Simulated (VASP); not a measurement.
# NaI (Fm-3m) in VASP: notebook

One crystal, NaI, is run at these levels: PBE; tasks: single point.

Everything below comes from runs of VASP 6.6.1. Logs are shortened: lines on timing, memory, paths and dates and some standing lists are left out, and cuts for length are marked.

## 1. The structure

It takes space group Fm-3m (No. 225, cubic). The conventional cell has a = 6.473 Å, b = 6.473 Å, c = 6.473 Å, α = 90.00°, β = 90.00°, γ = 90.00°. Around I (site symmetry m-3m) lie 6 Na at 3.24 Å. Na (site symmetry m-3m) has 6 I at 3.24 Å as nearest neighbours.

## 2. Single point, PBE

INCAR reads:

```
SYSTEM = NaI
PREC = Accurate ; ENCUT = 550
EDIFF = 1E-4 ; ISMEAR = 0
SIGMA = 0.05 ; LREAL = .FALSE.
LASPH = .TRUE. ; NELM = 100
ALGO = Normal ; ISIF = 2
LWAVE = .FALSE. ; LCHARG = .FALSE.
GGA = PE ; NBANDS = 14
ADDGRID = .FALSE.
```

KPOINTS reads:

```
Automatic mesh
0
G
  9 9 9
  0 0 0
```

POSCAR reads:

```
NaI
1.0
    0.0000000000      3.2364000000      3.2364000000
    3.2364000000      0.0000000000      3.2364000000
    3.2364000000      3.2364000000      0.0000000000
I Na
1 1
Direct
    0.5000000000      0.5000000000      0.5000000000
    0.0000000000      0.0000000000      0.0000000000
```

Potentials or basis: VASP PAW PBE potentials, release 64 (I, Na_pv).

Command:

```
> cat potpaw_PBE.64/I/POTCAR potpaw_PBE.64/Na_pv/POTCAR > POTCAR
> mpirun -np 1 vasp_std > vasp.out
```

OUTCAR:

```text
SYSTEM = NaI
   PREC = Accurate
   ENCUT = 550
   EDIFF = 1E-4
   ISMEAR = 0
   LREAL = .FALSE.
   LASPH = .TRUE.
   NELM = 100
   ISIF = 2
   GGA = PE

 Found     35 irreducible k-points:

 Following reciprocal coordinates:
            Coordinates               Weight
  0.000000  0.000000  0.000000      1.000000
  0.111111  0.000000  0.000000      8.000000
  0.222222  0.000000  0.000000      8.000000
  0.333333  0.000000  0.000000      8.000000
  0.444444  0.000000  0.000000      8.000000
  0.111111  0.111111  0.000000      6.000000
   k-points           NKPTS =     35   k-points in BZ     NKDIM =     35   number of bands    NBANDS=     14
   number of dos      NEDOS =    301   number of ions     NIONS =      2
   total plane-waves  NPLWV =  46656
   dimension x,y,z NGX =    36 NGY =   36 NGZ =   36
   dimension x,y,z NGXF=    72 NGYF=   72 NGZF=   72
   ions per type =               1   1
   NGX,Y,Z   is equivalent  to a cutoff of  13.08, 13.08, 13.08 a.u.
   NGXF,Y,Z  is equivalent  to a cutoff of  26.15, 26.15, 26.15 a.u.
 SYSTEM =  NaI
   PREC   = accura    normal or accurate (medium, high low for compatibility)
   ISTART =      0    job   : 0-new  1-cont  2-samecut
   ICHARG =      2    charge: 1-file 2-atom 10-const
   ISPIN  =      1    spin polarized calculation?
   LNONCOLLINEAR =      F non collinear calculations
   LSORBIT =      F    spin-orbit coupling
   LASPH  =      T    aspherical Exc in radial PAW
   ENCUT  =  550.0 eV  40.42 Ry    6.36 a.u.   8.75  8.75  8.75*2*pi/ulx,y,z
   NELM   =    100;   NELMIN=  2; NELMDL= -5     # of ELM steps
   EDIFF  = 0.1E-03   stopping-criterion for ELM
   LREAL  =      F    real-space projection
   EDIFFG = 0.1E-02   stopping-criterion for IOM
   NSW    =      0    number of steps for IOM
   IBRION =     -1    ionic relax: 0-MD 1-quasi-New 2-CG
   NFREE  =      0    steps in history (QN), initial steepest desc. (CG)
   ISIF   =      2    stress and relaxation
   ISYM   =      2    0-nonsym 1-usesym 2-fastsym
   POTIM  = 0.5000    time-step for ionic-motion
   TEBEG  =    0.0;   TEEND  =   0.0 temperature during run
   PSTRESS=    0.0 pullay stress
   NELECT =      14.0000    total number of electrons
   NUPDOWN=      -1.0000    fix difference up-down
   EMIN   =  10.00;   EMAX   =-10.00  energy-range for DOS
   EFERMI =   0.00;   METHOD = LEGACY
   ISMEAR =     0;   SIGMA  =   0.05  broadening in eV -4-tet -1-fermi 0-gaus
   EFERMI_NEDOS =   21; number of points for ismear=-14 and -15
   IALGO  =     38    algorithm
   IMIX   =      4    mixing-type and parameters
     AMIX     =   0.40;   BMIX     =  1.00
     AMIX_MAG =   1.60;   BMIX_MAG =  1.00
  volume/ion in A,a.u.               =      33.90       228.76
  Fermi-wavevector in a.u.,A,eV,Ry     =   0.967636  1.828567 12.739397  0.936319
  Thomas-Fermi vector in A             =   2.097538
   LORBIT       =      0    0 simple, 1 ext, 2 COOP (PROOUT), +10 PAW based schemes
   GGA     = PE    functional components
   LHFCALC =     F    Hartree Fock is set to
   AEXX    =    0.0000 exact exchange contribution
   IVDW    =     0    specifies the selected vdW correction
   LEPSILON=     F    determine dielectric tensor
   LRPA    =     F    only Hartree local field effects (RPA)
 non-spin polarized calculation
 Gauss-broadening in eV      SIGMA  =   0.05
  energy-cutoff  :      550.00
  volume of cell :       67.80
 maximum number of plane-waves:      2004
   NGX = 17   NGY = 17   NGZ = 17

 number of electron      13.9999993 magnetization

 Free energy of the ion-electron system (eV)
  ---------------------------------------------------
  ext. energy  EPLUGINS =         0.00000000
  ---------------------------------------------------
  free energy    TOTEN  =        -5.38509431 eV

  energy without entropy =       -5.38509431  energy(sigma->0) =       -5.38509431

 E-fermi :   1.0065     XC(G=0):  -7.7065

 val. band max:        0.8052007939   @ k =   0.0000   0.0000   0.0000
 cond. band min:       4.4444219589   @ k =   0.0000   0.0000   0.0000
 fundamental gap:      3.6392211650
 Fermi energy:         1.0065205332

 k-point     1 :       0.0000    0.0000    0.0000
  band No.  band energies     occupation
      1     -21.6262      2.00000
      2     -21.6261      2.00000
      3     -21.6261      2.00000
      4     -10.2127      2.00000
      5       0.8052      2.00000
      6       0.8052      2.00000
      7       0.8052      2.00000
      8       4.4444      0.00000
      9       8.7353      0.00000
     10       8.7353      0.00000
     11       8.7354      0.00000
     12      10.5546      0.00000
     13      10.5546      0.00000
     14      11.2340      0.00000

 k-point     2 :       0.1111    0.0000    0.0000
  band No.  band energies     occupation
      1     -21.6268      2.00000
      2     -21.6262      2.00000
      3     -21.6262      2.00000
      4     -10.1785      2.00000
      5       0.4291      2.00000
      6       0.7696      2.00000
      7       0.7696      2.00000
      8       4.8703      0.00000
      9       8.4215      0.00000
     10       8.8629      0.00000
     11       8.8629      0.00000
     12      10.1803      0.00000
     13      10.1803      0.00000
     14      11.7433      0.00000

 k-point     3 :       0.2222    0.0000    0.0000
  band No.  band energies     occupation
      1     -21.6283      2.00000
      2     -21.6263      2.00000
      3     -21.6263      2.00000
      4     -10.0890      2.00000
      5      -0.3041      2.00000
      6       0.6829      2.00000
      7       0.6829      2.00000
      8       5.6024      0.00000
      9       8.2339      0.00000
     10       8.8507      0.00000
     11       8.8508      0.00000
     12      10.1797      0.00000
     13      10.1797      0.00000
     14      11.3490      0.00000

 k-point     4 :       0.3333    0.0000    0.0000
  band No.  band energies     occupation
      1     -21.6301      2.00000
      2     -21.6264      2.00000
      3     -21.6264      2.00000
      4      -9.9822      2.00000
      5      -0.9564      2.00000
      6       0.5898      2.00000
      7       0.5898      2.00000
      8       5.9058      0.00000
      9       8.5062      0.00000
     10       8.5062      0.00000
     11       8.7976      0.00000
     12      10.9449      0.00000
     13      11.0861      0.00000
     14      11.0861      0.00000

 k-point     5 :       0.4444    0.0000    0.0000
  band No.  band energies     occupation
      1     -21.6313      2.00000
      2     -21.6265      2.00000
      3     -21.6265      2.00000
      4      -9.9091      2.00000
      5      -1.3266      2.00000
      6       0.5318      2.00000
      7       0.5318      2.00000
      8       5.9032      0.00000
      9       8.2799      0.00000
     10       8.2799      0.00000
     11       9.4534      0.00000
     12      11.0197      0.00000
     13      12.4445      0.00000
     14      12.4445      0.00000

 k-point     6 :       0.1111    0.1111    0.0000
  band No.  band energies     occupation
      1     -21.6267      2.00000
      2     -21.6263      2.00000
      3     -21.6263      2.00000
      4     -10.1674      2.00000
      5       0.4201      2.00000
      6       0.7034      2.00000
      7       0.7034      2.00000
      8       5.0148      0.00000
      9       8.1701      0.00000
     10       9.0189      0.00000
     11       9.0189      0.00000
     12       9.5100      0.00000
     13      10.6939      0.00000
     14      12.1332      0.00000

 [... further k-points ...]

------------------------ aborting loop because EDIFF is reached ----------------------------------------

  FORCE on cell =-STRESS in cart. coord.  units (eV):
  Direction    XX          YY          ZZ          XY          YZ          ZX
  --------------------------------------------------------------------------------------
  -------------------------------------------------------------------------------------
  Total        0.1454485      0.1454485      0.1454485      0.0000000      0.0000000     -0.0000000
  in kB        3.4371882      3.4371882      3.4371882      0.0000000      0.0000000     -0.0000000
  external PRESSURE =       3.4371882 kB  Pullay stress =       0.0000000 kB

 VOLUME and BASIS-vectors are now :
 -----------------------------------------------------------------------------
  energy-cutoff  :      550.00
  volume of cell :       67.80
      direct lattice vectors                 reciprocal lattice vectors
     0.000000000  3.236400000  3.236400000    -0.154492646  0.154492646  0.154492646
     3.236400000  0.000000000  3.236400000     0.154492646 -0.154492646  0.154492646
     3.236400000  3.236400000  0.000000000     0.154492646  0.154492646 -0.154492646

 POSITION                                       TOTAL-FORCE (eV/Angst)
 -----------------------------------------------------------------------------------
      3.23640      3.23640      3.23640         0.000000     -0.000000     -0.000000
      0.00000      0.00000      0.00000         0.000000      0.000000      0.000000
 -----------------------------------------------------------------------------------
    total drift:                                0.000000      0.000000      0.000000

  FREE ENERGIE OF THE ION-ELECTRON SYSTEM (eV)
  ---------------------------------------------------
  free  energy   TOTEN  =        -5.3850943066 eV

  energy  without entropy=       -5.3850943066  energy(sigma->0) =       -5.38509431
```

Run time: 25 s. Hardware: 1 thread of Intel Xeon Platinum 8488C (Sapphire Rapids), shared host; peak memory 0.21 GiB.

These settings aren't checked as converged: the numbers below hold their error.

Results:

```
Free energy            : -5.3851 eV
Pressure               : 0.3 GPa
Band gap on the k mesh : 3.64 eV, direct
```

Caveat: spin-orbit coupling is left out, which moves the levels of the heavy elements; an odd mesh through Γ misses points on the zone boundary, where band edges often lie.

## 3. Single point, PBE

Changes to INCAR since step 2:

```diff
@@ -1,4 +1,4 @@
 SYSTEM = NaI
-PREC = Accurate ; ENCUT = 550
-EDIFF = 1E-4 ; ISMEAR = 0
+PREC = Accurate ; ENCUT = 450
+EDIFF = 1E-6 ; ISMEAR = 0
 SIGMA = 0.05 ; LREAL = .FALSE.
```

KPOINTS reads:

```
Automatic mesh
0
G
  10 10 10
  0 0 0
```

POSCAR is that of step 2.

Potentials or basis: VASP PAW PBE potentials, release 64 (I, Na_pv).

Command:

```
> cat potpaw_PBE.64/I/POTCAR potpaw_PBE.64/Na_pv/POTCAR > POTCAR
> mpirun -np 1 vasp_std > vasp.out
```

It took 24 s on 1 thread of Intel Xeon Platinum 8488C (Sapphire Rapids), shared host; peak memory 0.19 GiB.

The run converged, but some of its settings lie outside the range that counts as converged, so its numbers aren't taken as properties of the crystal.

Results:

```
Free energy            : -5.3849 eV
Pressure               : 0.4 GPa
Band gap on the k mesh : 3.64 eV, direct
```

Caveat: spin-orbit coupling is left out, which moves the levels of the heavy elements.

## 4. The reference run

An earlier run on the cell as given: functional PBE; potentials or basis VASP PAW PBE potentials, release 64 (I, Na_pv); cutoff 520 eV; k mesh 7 × 7 × 7; occupations fermi-dirac, width 0.05 eV; no spin polarisation.

- Pressure: 0.4 GPa
- Band gap on the k mesh: 3.64 eV, direct
